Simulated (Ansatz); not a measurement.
Rows from a G0W0 calculation on GaS (P6_3/mmc) (Ansatz 0.2.0; G0W0 on PBE, plane waves, PAW; PAW set soft_1; 6×6×2 mesh, 391 empty bands, screening to 300 eV, PAW set soft_1 files), in eV. Spin-orbit coupling is left out.

```
row                       k  band  start       Σx  Σc at the solution      Vxc
  A  (0.000, -0.500, 0.000)    c2  8.032   -9.242              -3.714  -13.434
  B  (0.000, -0.500, 0.000)    c1  7.926   -8.090              -3.499  -11.791
  C                       Γ    v1  6.350  -17.543               1.392  -15.519
  D                       Γ    c1  7.995  -10.445              -3.840  -14.756
  E                       Γ    c2  8.693  -10.541              -4.015  -15.085
  F  (0.000, -0.500, 0.000)    v1  4.714  -16.210               1.667  -13.813
```

**Question.** Give the quasiparticle energies and the shift of each level.

The quasiparticle equation reads E = start + Σx + Σc(E) − Vxc.

```
row  E (eV)  shift (eV)
  A   8.511      +0.479
  B   8.129      +0.202
  C   5.718      −0.632
  D   8.467      +0.471
  E   9.222      +0.529
  F   3.983      −0.731
```

The gap over the computed points goes from 1.58 eV to 2.41 eV.

Limits: not at the basis limit; no spin-orbit coupling.

[Paths, hosts, dates, memory and timing lines, banners, echoed tables and standing remarks are left out of the program output.]

[Logs are printed without paths, hosts, clocks, repeated set-up lines and the standing remarks that a program may print on its own settings, such as how far it seeks lower states.]

[Runs of the session that timed out or met a known fault of the program may be left out.]

[Cells called generated may have been cut or substituted from an entry of the Crystallography Open Database or the Materials Project.]

[Hosts, paths, dates, database ids (printed as entryN), source tags and the programs' standing remarks are cut or masked in the printed files.]
